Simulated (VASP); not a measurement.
SnSe: relaxation of cell and atoms with LDA

The system is SnSe.

```
CELL_PARAMETERS angstrom
11.31750 0.00000 0.00000
0.00000 4.12780 0.00000
0.00000 0.00000 4.30372
ATOMIC_POSITIONS crystal
Sn 0.11771 0.25000 0.08862
Sn 0.38229 0.75000 0.58862
Sn 0.61771 0.25000 0.41138
Sn 0.88229 0.75000 0.91138
Se 0.35810 0.25000 0.02124
Se 0.14190 0.75000 0.52124
Se 0.85810 0.25000 0.47876
Se 0.64190 0.75000 0.97876
```

| Property | Result |
| --- | --- |
| Program | VASP 6.6.1 |
| Task | relaxation of cell and atoms |
| Functional | LDA |
| Potentials or basis | VASP PAW LDA potentials, release 64 (Sn_d, Se) |
| Cutoff | 600 eV |
| k mesh | 4 × 8 × 8 |
| Occupations | gaussian, width 0.03 eV |
| Spin | no spin polarisation |
| Further INCAR settings | ALGO = Normal; EDIFF = 1e-07; IBRION = 2; EDIFFG = -0.005; NSW = 90; ISIF = 3 |

The relaxed volume is 25.14 Å³/atom and the relaxed cell is a = 11.313 Å, b = 4.117 Å, c = 4.318 Å, α = 90.00°, β = 90.00°, γ = 90.00°. The space group after relaxing (to 0.05 Å) is Pnma (No. 62). The energy gained by relaxing is 0.1 meV/atom and the ionic steps are 26. The pressure after relaxing is 0.0 GPa, the largest force after relaxing is 0.005 eV/Å and the band gap on the k mesh is 0.41 eV, indirect (least direct gap 0.74 eV).

Forces in eV/Å, atoms in the order of the input:
```
Sn   0.000  0.000  0.005
Sn   0.000  0.000  0.005
Sn   0.000  0.000 -0.005
Sn   0.000  0.000 -0.005
Se   0.000  0.000  0.001
Se   0.000  0.000  0.001
Se   0.000  0.000 -0.001
Se   0.000  0.000 -0.001
```

The path:
```
step  energy change (eV)  largest force (eV/Å)  pressure (GPa)  volume (Å³)
   1              0.0000                0.0088            0.00       201.05
   2             -0.0001                0.0091            0.00       201.07
   3             -0.0002                0.0101           -0.01       201.09
   4             -0.0002                0.0109           -0.02       201.10
   5             -0.0002                0.0092            0.00       201.04
   6             -0.0002                0.0105            0.02       200.99
   7             -0.0003                0.0104            0.01       201.05
   8             -0.0003                0.0110           -0.03       201.23
   9             -0.0003                0.0146           -0.12       201.59
  10             -0.0004                0.0122           -0.07       201.33
  11             -0.0004                0.0112           -0.06       201.33
  12             -0.0004                0.0100           -0.06       201.32
  13             -0.0004                0.0079           -0.04       201.30
  14             -0.0005                0.0121           -0.01       201.27
  15             -0.0005                0.0114           -0.01       201.27
  16             -0.0005                0.0104           -0.01       201.26
  17             -0.0005                0.0082            0.00       201.20
  18             -0.0005                0.0075            0.02       201.10
  19             -0.0006                0.0070            0.02       201.14
  20             -0.0006                0.0060            0.01       201.15
  21             -0.0006                0.0061            0.00       201.16
  22             -0.0006                0.0111           -0.02       201.20
  23             -0.0006                0.0086           -0.02       201.18
  24             -0.0006                0.0062            0.00       201.13
  25             -0.0006                0.0049            0.02       201.09
  26             -0.0007                0.0045            0.01       201.12
```

Final structure:
```
Sn Se
1.0
    11.31336    0.00000    0.00000
     0.00000    4.11737    0.00000
     0.00000    0.00000    4.31759
Sn Se
4 4
Direct
  0.11703 0.25000 0.09234
  0.38297 0.75000 0.59234
  0.61703 0.25000 0.40766
  0.88297 0.75000 0.90766
  0.35769 0.25000 0.02292
  0.14231 0.75000 0.52292
  0.85769 0.25000 0.47708
  0.64231 0.75000 0.97708
```

Levels at points of the mesh, in eV from the valence-band top:
| k point | band 38 | band 39 | band 40 | band 41 | band 42 | band 43 |
| --- | --- | --- | --- | --- | --- | --- |
| (0.00, 0.00, 0.00) | -1.35 | -0.80 | -0.64 | 0.41 | 2.93 | 3.02 |
| (0.50, 0.00, 0.00) | -2.04 | -0.65 | -0.65 | 2.52 | 2.52 | 2.68 |
| (0.00, 0.50, 0.00) | -1.07 | -0.68 | -0.68 | 0.80 | 0.80 | 1.38 |
| (0.50, 0.50, 0.00) | -0.99 | -0.99 | -0.99 | 1.36 | 1.36 | 1.36 |
| (0.00, 0.00, 0.50) | -0.87 | -0.30 | -0.30 | 1.14 | 1.14 | 1.28 |
| (0.50, 0.00, 0.50) | -0.50 | -0.22 | -0.22 | 1.03 | 1.03 | 1.35 |
| (0.00, 0.50, 0.50) | -2.51 | -1.62 | -1.62 | 2.55 | 2.55 | 3.00 |
| (0.50, 0.50, 0.50) | -1.69 | -1.69 | -1.69 | 2.30 | 2.30 | 2.30 |

Run time: 40 min on 2 MPI ranks on Intel(R) Xeon(R) 6975P-C (Granite Rapids), with other jobs on the host, peak memory 0.76 GiB a rank.

Caveat: spin-orbit coupling is left out, which moves the levels of the heavy elements. A k mesh can miss the band edges.
